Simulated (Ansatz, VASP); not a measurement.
## Two plane-wave programs on MgO

Contents of INCAR:

```
SYSTEM = MgO
PREC     = Accurate       ! precision mode
ENCUT    = 520            ! plane-wave cutoff, eV
EDIFF    = 1E-6           ! SCF threshold, eV
ISMEAR   = -1             ! smearing method
SIGMA    = 0.02           ! smearing width, eV
LREAL    = .FALSE.        ! projectors in reciprocal space
LASPH    = .TRUE.         ! aspherical terms in the spheres
NELM     = 100            ! most SCF steps
ALGO     = Normal         ! electronic algorithm
ISIF     = 2              ! what is computed and relaxed
LWAVE    = .FALSE.        ! write WAVECAR
LCHARG   = .TRUE.         ! write CHGCAR
GGA      = PE             ! functional
LELF     = .TRUE.         ! ELF
LVHAR    = .TRUE.       
NBANDS   = 11             ! bands
```

The input KPOINTS:

```
Automatic mesh
0
G
  10 10 10
  0 0 0
```

File POSCAR:

```
MgO
1.0
    2.7516308250      0.0000000000      0.0000000000
    0.0000000000      2.6233490561      0.0000000000
    0.0000000000      0.0000000000      2.6233490561
Mg O
1 1
Direct
    0.0000000000      0.0000000000      0.0000000000
    0.5000000000      0.5000000000      0.5000000000
```

Input for Ansatz:

```yaml
crystal:
  lattice:
    - [2.751630825, 0.0, 0.0]
    - [0.0, 2.6233490561, 0.0]
    - [0.0, 0.0, 2.6233490561]
  atoms:
    - { symbol: Mg, position: [0.0, 0.0, 0.0] }
    - { symbol: O, position: [0.5, 0.5, 0.5] }
kpoints:
  mp_grid: { grid: [10, 10, 10] }
  band_path:
    path: [[0.0, 0.0, 0.0], [0.0, 0.5, 0.0], [0.5, 0.5, 0.0], [0.5, 0.5, 0.5]]
    npoints: 1
hamiltonian:
  xc: pbe
scf:
  occupations: { method: fermi_dirac, width: 0.02 }
  n_extra_bands: 4
output:
  forces: true
  stress: true
  eigenvalues: true
```

Change from the starting cell: uniaxial_x strain +4.9%.

Alike in both runs: task single point; functional PBE; k mesh 10 × 10 × 10; occupations fermi-dirac, width 0.02 eV; no spin polarisation.

|  | VASP | Ansatz |
| --- | --- | --- |
| version | VASP 6.6.1 | Ansatz 0.2.0 |
| potentials or method | VASP PAW PBE potentials, release 64 (Mg, O) | plane waves, PAW |
| plane-wave cutoff (eV) | 520 | 420 |
| valence electrons in the cell | 8 | 16 |

VASP gave:

```
gap on the k mesh at the Fermi level (eV)       : 1.94
pressure (GPa)                                  : -1.2
largest component of the traceless stress (GPa) : 19.56
```

Problem. What did Ansatz give for the same quantities?

Solution. gap on the k mesh at the Fermi level (eV): 1.96; pressure (GPa): -0.5; largest component of the traceless stress (GPa): 19.47.

The functional is the same, so the differences come from potentials, cutoffs and numerics. The two sets of potentials don't hold the same shells in valence.

A k mesh can miss the band edges.
